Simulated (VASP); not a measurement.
# MnO (P6_3mc) in VASP: convergence with SIGMA

Aim: find how far SIGMA must go before the results for MnO settle, at r2SCAN. This setting moves, with any that are tied to it; all else stays.

Program: VASP 6.6.1. These are calculated values, not measurements. Logs are shortened: lines on timing, memory, paths and dates and some standing lists are left out, and cuts for length are marked.

## Step 1: The structure

It takes space group P6_3mc (No. 186, hexagonal). Conventional cell: a = 3.372 Å, b = 3.372 Å, c = 5.386 Å, α = 90.00°, β = 90.00°, γ = 120.00°. Around Mn (site symmetry 3m) lie 4 O at 1.96 to 2.08 Å. Around O (site symmetry 3m) lie 4 Mn at 1.96 to 2.08 Å.

Measurements of this composition are mostly on another form, of space group No. 225.

## Step 2: With SIGMA 0.3 eV

INCAR reads:

```
  PREC = Accurate
  ENCUT = 400
  EDIFF = 1E-6
  ISMEAR = 1
  SIGMA = 0.3
  LREAL = False
  LASPH = True
  NELM = 100
  ALGO = Normal
  ISIF = 2
  LWAVE = False
  LCHARG = False
  ISPIN = 2
  MAGMOM = 4 4 0 0
  LORBIT = 11
  LMAXMIX = 4
  METAGGA = R2SCAN
  LMIXTAU = True
  NBANDS = 31
```

KPOINTS reads:

```
Automatic mesh
0
Gamma
  9 9 5
```

POSCAR reads:

```
MnO
1.0
    3.3717000000      0.0000000000      0.0000000000
   -1.6858500000      2.9199778539      0.0000000000
    0.0000000000      0.0000000000      5.3855000000
Mn O
2 2
Direct
    0.6666666667      0.3333333333      0.5109600000
    0.3333333333      0.6666666667      0.0109600000
    0.6666666667      0.3333333333      0.8754700000
    0.3333333333      0.6666666667      0.3754700000
```

Potentials or basis: VASP PAW PBE potentials, release 64 (Mn_pv, O_s).

Started as:

```
$ cat potpaw_PBE.64/Mn_pv/POTCAR potpaw_PBE.64/O_s/POTCAR > POTCAR
$ mpirun -np 1 vasp_std > vasp.out
```

OUTCAR:

```text
PREC = Accurate
   ENCUT = 400
   EDIFF = 1E-6
   ISMEAR = 1
   LREAL = False
   LASPH = True
   NELM = 100
   ISIF = 2
   ISPIN = 2
   LORBIT = 11
   METAGGA = R2SCAN

 Found     36 irreducible k-points:

 Following reciprocal coordinates:
            Coordinates               Weight
  0.000000  0.000000  0.000000      1.000000
  0.111111  0.000000  0.000000      6.000000
  0.222222  0.000000  0.000000      6.000000
  0.333333  0.000000  0.000000      6.000000
  0.444444  0.000000  0.000000      6.000000
  0.111111  0.111111  0.000000      6.000000
   k-points           NKPTS =     36   k-points in BZ     NKDIM =     36   number of bands    NBANDS=     31
   number of dos      NEDOS =    301   number of ions     NIONS =      4
   total plane-waves  NPLWV =  20736
   dimension x,y,z NGX =    24 NGY =   24 NGZ =   36
   dimension x,y,z NGXF=    48 NGYF=   48 NGZF=   72
   ions per type =               2   2
   NGX,Y,Z   is equivalent  to a cutoff of  11.83, 11.83, 11.11 a.u.
   NGXF,Y,Z  is equivalent  to a cutoff of  23.67, 23.67, 22.23 a.u.
 SYSTEM =  unknown system
   PREC   = accura    normal or accurate (medium, high low for compatibility)
   ISTART =      0    job   : 0-new  1-cont  2-samecut
   ICHARG =      2    charge: 1-file 2-atom 10-const
   ISPIN  =      2    spin polarized calculation?
   LNONCOLLINEAR =      F non collinear calculations
   LSORBIT =      F    spin-orbit coupling
   LASPH  =      T    aspherical Exc in radial PAW
   ENCUT  =  400.0 eV  29.40 Ry    5.42 a.u.   5.50  5.50  8.78*2*pi/ulx,y,z
   NELM   =    100;   NELMIN=  2; NELMDL= -5     # of ELM steps
   EDIFF  = 0.1E-05   stopping-criterion for ELM
   LREAL  =      F    real-space projection
   EDIFFG = 0.1E-04   stopping-criterion for IOM
   NSW    =      0    number of steps for IOM
   IBRION =     -1    ionic relax: 0-MD 1-quasi-New 2-CG
   NFREE  =      0    steps in history (QN), initial steepest desc. (CG)
   ISIF   =      2    stress and relaxation
   ISYM   =      2    0-nonsym 1-usesym 2-fastsym
   POTIM  = 0.5000    time-step for ionic-motion
   TEBEG  =    0.0;   TEEND  =   0.0 temperature during run
   PSTRESS=    0.0 pullay stress
   NELECT =      38.0000    total number of electrons
   NUPDOWN=      -1.0000    fix difference up-down
   EMIN   =  10.00;   EMAX   =-10.00  energy-range for DOS
   EFERMI =   0.00;   METHOD = LEGACY
   ISMEAR =     1;   SIGMA  =   0.30  broadening in eV -4-tet -1-fermi 0-gaus
   EFERMI_NEDOS =   21; number of points for ismear=-14 and -15
   IALGO  =     38    algorithm
   IMIX   =      4    mixing-type and parameters
     AMIX     =   0.40;   BMIX     =  1.00
     AMIX_MAG =   1.60;   BMIX_MAG =  1.00
  volume/ion in A,a.u.               =      13.26        89.45
  Fermi-wavevector in a.u.,A,eV,Ry     =   1.465046  2.768535 29.202988  2.146359
  Thomas-Fermi vector in A             =   2.580949
   LORBIT       =     11    0 simple, 1 ext, 2 COOP (PROOUT), +10 PAW based schemes
   METAGGA = R2SCAN    functional components
   LHFCALC =     F    Hartree Fock is set to
   AEXX    =    0.0000 exact exchange contribution
   IVDW    =     0    specifies the selected vdW correction
   LEPSILON=     F    determine dielectric tensor
   LRPA    =     F    only Hartree local field effects (RPA)
 spin polarized calculation
 Methfessel and Paxton  Order N= 1 SIGMA  =   0.30
  energy-cutoff  :      400.00
  volume of cell :       53.02
 maximum number of plane-waves:       982
 NGX is ok and might be reduce to    24
   NGX = 11   NGY = 11   NGZ = 17

 number of electron      37.9999961 magnetization       9.9997945

 number of electron      37.9999961 magnetization      10.0000693

 Free energy of the ion-electron system (eV)
  ---------------------------------------------------
  ext. energy  EPLUGINS =         0.00000000
  ---------------------------------------------------
  free energy    TOTEN  =       -48.75809223 eV

  energy without entropy =      -48.76330983  energy(sigma->0) =      -48.75983143

 E-fermi :   5.7367     XC(G=0): -11.2184

 val. band max:        5.6917011868   @ k =   0.0000   0.0000   0.0000
 cond. band min:       5.7983433093   @ k =   0.0000   0.0000   0.0000
 fundamental gap:      0.1066421226
 Fermi energy:         5.7367491950

 spin component 1

 k-point     1 :       0.0000    0.0000    0.0000
  band No.  band energies     occupation
      1     -46.8566      1.00000
      2     -46.8566      1.00000
      3     -46.8552      1.00000
      4     -46.8516      1.00000
      5     -46.8515      1.00000
      6     -46.8201      1.00000
[... 23 lines left out ...]
     30      18.7925      0.00000
     31      19.1947      0.00000

 k-point     2 :       0.1111    0.0000    0.0000
  band No.  band energies     occupation
      1     -46.8597      1.00000
      2     -46.8574      1.00000
      3     -46.8540      1.00000
      4     -46.8537      1.00000
      5     -46.8519      1.00000
      6     -46.8208      1.00000
[... 23 lines left out ...]
     30      18.3292      0.00000
     31      19.5640      0.00000

 k-point     3 :       0.2222    0.0000    0.0000
  band No.  band energies     occupation
      1     -46.8661      1.00000
      2     -46.8605      1.00000
      3     -46.8594      1.00000
      4     -46.8530      1.00000
      5     -46.8505      1.00000
      6     -46.8228      1.00000
[... 91 lines left out ...]
     30      16.0653      0.00000
     31      17.9138      0.00000

 k-point     6 :       0.1111    0.1111    0.0000
  band No.  band energies     occupation
      1     -46.8638      1.00000
      2     -46.8601      1.00000
      3     -46.8573      1.00000
      4     -46.8530      1.00000
      5     -46.8516      1.00000
      6     -46.8221      1.00000
[... 23 lines left out ...]
     30      18.5038      0.00000
     31      18.8905      0.00000

 [... further k-points ...]

 spin component 2

 k-point     1 :       0.0000    0.0000    0.0000
  band No.  band energies     occupation
      1     -40.6070      1.00000
      2     -40.5830      1.00000
      3     -40.5830      1.00000
      4     -40.5756      1.00000
      5     -40.5755      1.00000
      6     -40.5525      1.00000
[... 23 lines left out ...]
     30      20.0456      0.00000
     31      20.9626      0.00000

 k-point     2 :       0.1111    0.0000    0.0000
  band No.  band energies     occupation
      1     -40.6059      1.00000
      2     -40.5866      1.00000
      3     -40.5842      1.00000
      4     -40.5792      1.00000
      5     -40.5759      1.00000
      6     -40.5534      1.00000
[... 23 lines left out ...]
     30      19.9870      0.00000
     31      21.2511      0.00000

 k-point     3 :       0.2222    0.0000    0.0000
  band No.  band energies     occupation
      1     -40.6044      1.00000
      2     -40.5931      1.00000
      3     -40.5892      1.00000
      4     -40.5872      1.00000
      5     -40.5776      1.00000
      6     -40.5565      1.00000
[... 91 lines left out ...]
     30      18.2692      0.00000
     31      19.8839      0.00000

 k-point     6 :       0.1111    0.1111    0.0000
  band No.  band energies     occupation
      1     -40.6044      1.00000
      2     -40.5912      1.00000
      3     -40.5883      1.00000
      4     -40.5844      1.00000
      5     -40.5776      1.00000
      6     -40.5554      1.00000
[... 23 lines left out ...]
     30      20.7333      0.00000
     31      21.0827      0.00000

 [... further k-points ...]

------------------------ aborting loop because EDIFF is reached ----------------------------------------

  FORCE on cell =-STRESS in cart. coord.  units (eV):
  Direction    XX          YY          ZZ          XY          YZ          ZX
  --------------------------------------------------------------------------------------
  -------------------------------------------------------------------------------------
  Total        0.1379248      0.1379248      3.0035232      0.0000000      0.0000000      0.0000000
  in kB        4.1677177      4.1677177     90.7584485      0.0000000      0.0000000      0.0000000
  external PRESSURE =      33.0312946 kB  Pullay stress =       0.0000000 kB

 VOLUME and BASIS-vectors are now :
 -----------------------------------------------------------------------------
  energy-cutoff  :      400.00
  volume of cell :       53.02
      direct lattice vectors                 reciprocal lattice vectors
     3.371700000  0.000000000  0.000000000     0.296586292  0.171234175  0.000000000
    -1.685850000  2.919977854  0.000000000     0.000000000  0.342468351  0.000000000
     0.000000000  0.000000000  5.385500000     0.000000000  0.000000000  0.185683781

 POSITION                                       TOTAL-FORCE (eV/Angst)
 -----------------------------------------------------------------------------------
      1.68585      0.97333      2.75178        -0.000000      0.000000     -0.762137
     -0.00000      1.94665      0.05903         0.000000     -0.000000     -0.762137
      1.68585      0.97333      4.71484         0.000000      0.000000      0.762137
     -0.00000      1.94665      2.02209         0.000000     -0.000000      0.762137
 -----------------------------------------------------------------------------------
    total drift:                                0.000000      0.000001      0.012110

  FREE ENERGIE OF THE ION-ELECTRON SYSTEM (eV)
  ---------------------------------------------------
  free  energy   TOTEN  =       -48.7580922324 eV

  energy  without entropy=      -48.7633098266  energy(sigma->0) =      -48.75983143

 total charge

# of ion       s       p       d       tot
------------------------------------------
    1        0.248   6.225   4.951  11.424
    2        0.248   6.225   4.951  11.424
    3        1.779   4.230   0.000   6.009
    4        1.779   4.230   0.000   6.009
--------------------------------------------------
tot          4.055  20.911   9.901  34.867

 magnetization (x)

# of ion       s       p       d       tot
------------------------------------------
    1        0.032   0.057   4.392   4.482
    2        0.032   0.057   4.392   4.482
    3        0.020   0.170   0.000   0.190
    4        0.020   0.170   0.000   0.190
--------------------------------------------------
tot          0.105   0.455   8.783   9.344
```

Wall time 96 s (1 thread of Intel Xeon 6975P-C (Granite Rapids), shared host); peak memory 0.21 GiB.

What came out:

```yaml
Free_energy: -48.7581 eV
Pressure: 3.3 GPa
Largest_force: 0.762 eV/Å
Band_gap_on_the_k_mesh: 0.11 eV, direct
Net_moment: 10.00 μB per cell
Site_moments: Mn +4.48; O +0.19 μB
Valence_electrons_inside_the_program's_atomic_spheres: Mn 11.42; O 6.01
```

## Step 3: With SIGMA 0.2 eV

Changes to INCAR since step 2:

```diff
@@ -4,3 +4,3 @@
   ISMEAR = 1
-  SIGMA = 0.3
+  SIGMA = 0.2
   LREAL = False
```

KPOINTS is that of step 2.

POSCAR is that of step 2.

Potentials or basis: VASP PAW PBE potentials, release 64 (Mn_pv, O_s).

Started as:

```
$ cat potpaw_PBE.64/Mn_pv/POTCAR potpaw_PBE.64/O_s/POTCAR > POTCAR
$ mpirun -np 1 vasp_std > vasp.out
```

Wall time 1.7 min (1 thread of Intel Xeon 6975P-C (Granite Rapids), shared host); peak memory 0.21 GiB.

Results:

```yaml
Free_energy: -48.7594 eV
Pressure: 3.3 GPa
Largest_force: 0.758 eV/Å
Band_gap_on_the_k_mesh: 0.11 eV, direct
Net_moment: 10.00 μB per cell
Site_moments: Mn +4.48; O +0.19 μB
Valence_electrons_inside_the_program's_atomic_spheres: Mn 11.42; O 6.01
```

## Step 4: With SIGMA 0.15 eV

Changes to INCAR since step 3:

```diff
@@ -4,3 +4,3 @@
   ISMEAR = 1
-  SIGMA = 0.2
+  SIGMA = 0.15
   LREAL = False
```

KPOINTS is that of step 3.

POSCAR is that of step 3.

Started as:

```
$ cat potpaw_PBE.64/Mn_pv/POTCAR potpaw_PBE.64/O_s/POTCAR > POTCAR
$ mpirun -np 1 vasp_std > vasp.out
```

It took 100 s on 1 thread of Intel Xeon 6975P-C (Granite Rapids), shared host; peak memory 0.21 GiB.

Results:

- Free energy: -48.7597 eV
- Pressure: 3.3 GPa
- Largest force: 0.756 eV/Å
- Band gap on the k mesh: 0.11 eV, direct
- Net moment: 10.00 μB per cell
- Site moments: Mn +4.48; O +0.19 μB
- Valence electrons inside the program's atomic spheres: Mn 11.42; O 6.01

## Step 5: With SIGMA 0.1 eV

Changes to INCAR since step 4:

```diff
@@ -4,3 +4,3 @@
   ISMEAR = 1
-  SIGMA = 0.15
+  SIGMA = 0.1
   LREAL = False
```

KPOINTS is that of step 4.

POSCAR is that of step 4.

Started as:

```
$ cat potpaw_PBE.64/Mn_pv/POTCAR potpaw_PBE.64/O_s/POTCAR > POTCAR
$ mpirun -np 1 vasp_std > vasp.out
```

It took 100 s on 1 thread of Intel Xeon 6975P-C (Granite Rapids), shared host; peak memory 0.21 GiB.

What came out:

```
Free energy                                           : -48.7600 eV
Pressure                                              : 3.3 GPa
Largest force                                         : 0.755 eV/Å
Band gap on the k mesh                                : 0.11 eV, direct
Net moment                                            : 10.00 μB per cell
Site moments                                          : Mn +4.48; O +0.19 μB
Valence electrons inside the program's atomic spheres : Mn 11.42; O 6.01
```

## Step 6: With SIGMA 0.05 eV

Changes to INCAR since step 5:

```diff
@@ -4,3 +4,3 @@
   ISMEAR = 1
-  SIGMA = 0.1
+  SIGMA = 0.05
   LREAL = False
```

KPOINTS is that of step 5.

POSCAR is that of step 5.

Potentials or basis: VASP PAW PBE potentials, release 64 (Mn_pv, O_s).

Started as:

```
$ cat potpaw_PBE.64/Mn_pv/POTCAR potpaw_PBE.64/O_s/POTCAR > POTCAR
$ mpirun -np 1 vasp_std > vasp.out
```

It took 99 s on 1 thread of Intel Xeon 6975P-C (Granite Rapids), shared host; peak memory 0.21 GiB.

What came out:

| Quantity | Value |
| --- | --- |
| Free energy | -48.7601 eV |
| Pressure | 3.3 GPa |
| Largest force | 0.755 eV/Å |
| Band gap on the k mesh | 0.11 eV, direct |
| Net moment | 10.00 μB per cell |
| Site moments | Mn +4.48; O +0.19 μB |
| Valence electrons inside the program's atomic spheres | Mn 11.42; O 6.01 |

## Step 7: With SIGMA 0.02 eV

Changes to INCAR since step 6:

```diff
@@ -4,3 +4,3 @@
   ISMEAR = 1
-  SIGMA = 0.05
+  SIGMA = 0.02
   LREAL = False
```

KPOINTS is that of step 6.

POSCAR is that of step 6.

Started as:

```
$ cat potpaw_PBE.64/Mn_pv/POTCAR potpaw_PBE.64/O_s/POTCAR > POTCAR
$ mpirun -np 1 vasp_std > vasp.out
```

It took 1.7 min on 1 thread of Intel Xeon 6975P-C (Granite Rapids), shared host; peak memory 0.21 GiB.

Results:

* Free energy: -48.7601 eV
* Pressure: 3.3 GPa
* Largest force: 0.755 eV/Å
* Band gap on the k mesh: 0.11 eV, direct
* Net moment: 10.00 μB per cell
* Site moments: Mn +4.48; O +0.19 μB
* Valence electrons inside the program's atomic spheres: Mn 11.42; O 6.01

## Step 8: With SIGMA 0.01 eV

Changes to INCAR since step 7:

```diff
@@ -4,3 +4,3 @@
   ISMEAR = 1
-  SIGMA = 0.02
+  SIGMA = 0.01
   LREAL = False
```

KPOINTS is that of step 7.

POSCAR is that of step 7.

Started as:

```
$ cat potpaw_PBE.64/Mn_pv/POTCAR potpaw_PBE.64/O_s/POTCAR > POTCAR
$ mpirun -np 1 vasp_std > vasp.out
```

Wall time 99 s (1 thread of Intel Xeon 6975P-C (Granite Rapids), shared host); peak memory 0.21 GiB.

It converged, with:

| Item | Value |
| --- | --- |
| Free energy | -48.7601 eV |
| Pressure | 3.3 GPa |
| Largest force | 0.755 eV/Å |
| Band gap on the k mesh | 0.11 eV, direct |
| Net moment | 10.00 μB per cell |
| Site moments | Mn +4.48; O +0.19 μB |
| Valence electrons inside the program's atomic spheres | Mn 11.42; O 6.01 |

## Step 9: Result

```tsv
SIGMA	energy less the tightest run, at zero smearing (meV/atom)	largest force (eV/Å)	SCF cycles	CPU time (s)	peak memory (GiB)
0.3 eV	0.07	0.762	16	96	0.21
0.2 eV	0.03	0.758	17	100	0.21
0.15 eV	0.02	0.756	17	99	0.21
0.1 eV	0.00	0.755	17	99	0.21
0.05 eV	0.00	0.755	17	98	0.21
0.02 eV	0.00	0.755	17	100	0.21
0.01 eV	0.00	0.755	17	98	0.21
```

Against the tightest run, the energy stays within 1 meV/atom from 0.3 eV on; the largest force stays within 0.005 eV/Å from 0.2 eV on. The tightest run that finished is the yardstick and may itself not be fully converged.

Caveats: the PAW data sets were made with another functional, which shifts forces and pressure a little; an odd mesh through Γ misses points on the zone boundary, where band edges often lie; only a ferromagnetic start was run, and an antiferromagnetic order may lie lower in energy.
